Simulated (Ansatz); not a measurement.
The system is TaN.

```
Ta N
1.0
     5.19600    0.00000    0.00000
    -2.59800    4.49987    0.00000
     0.00000    0.00000    2.91100
Ta N
3 3
Direct
  0.00000 0.00000 0.00000
  0.66667 0.33333 0.50000
  0.33333 0.66667 0.50000
  0.00000 0.39285 0.00000
  0.60715 0.60715 0.00000
  0.39285 0.00000 0.00000
```

| Quantity | Value |
| --- | --- |
| Program | Ansatz 0.2.0 |
| Task | relaxation of cell and atoms |
| Functional | PBE |
| Potentials or basis | Ansatz PAW |
| Cutoff | 420 eV (not typed: the program's choice for these potentials) |
| k mesh | 6 × 6 × 9 |
| Occupations | fermi-dirac, width 0.05 eV |
| Spin | no spin polarisation |

At the start: volume 11.34 Å³/atom.

How do energy, volume and symmetry change on relaxing?

It ends after 8 steps and the volume is 11.52 Å³/atom (+1.6 %); space group P-62m (No. 189, to 0.05 Å).

Step by step:
```csv
step,energy change (eV),largest force (eV/Å),volume (Å³)
1,0.0000,0.0411,68.06
2,-0.0086,0.0139,69.56
3,-0.0129,0.0088,69.15
4,-0.0132,0.0028,69.10
5,-0.0132,0.0010,69.11
6,-0.0165,0.0008,69.11
7,-0.0165,0.0001,69.13
8,-0.0165,0.0001,69.13
```

Final structure:
```yaml
crystal:
  lattice:
    - [5.22759, 0.00000, 0.00000]
    - [-2.61380, 4.52723, 0.00000]
    - [0.00000, 0.00000, 2.92100]
  atoms:
    - { symbol: Ta, position: [0.00000, 0.00000, 0.00000] }
    - { symbol: Ta, position: [0.66667, 0.33333, 0.50000] }
    - { symbol: Ta, position: [0.33333, 0.66667, 0.50000] }
    - { symbol: N, position: [0.00000, 0.39247, 0.00000] }
    - { symbol: N, position: [0.60753, 0.60753, 0.00000] }
    - { symbol: N, position: [0.39247, 0.00000, 0.00000] }
```

Caveat: the plane-wave basis is chosen anew once the cell has moved, so the energies of steps on either side of that aren't comparable; the pressure holds a Pulay correction of +0.4 GPa for the finite cutoff.
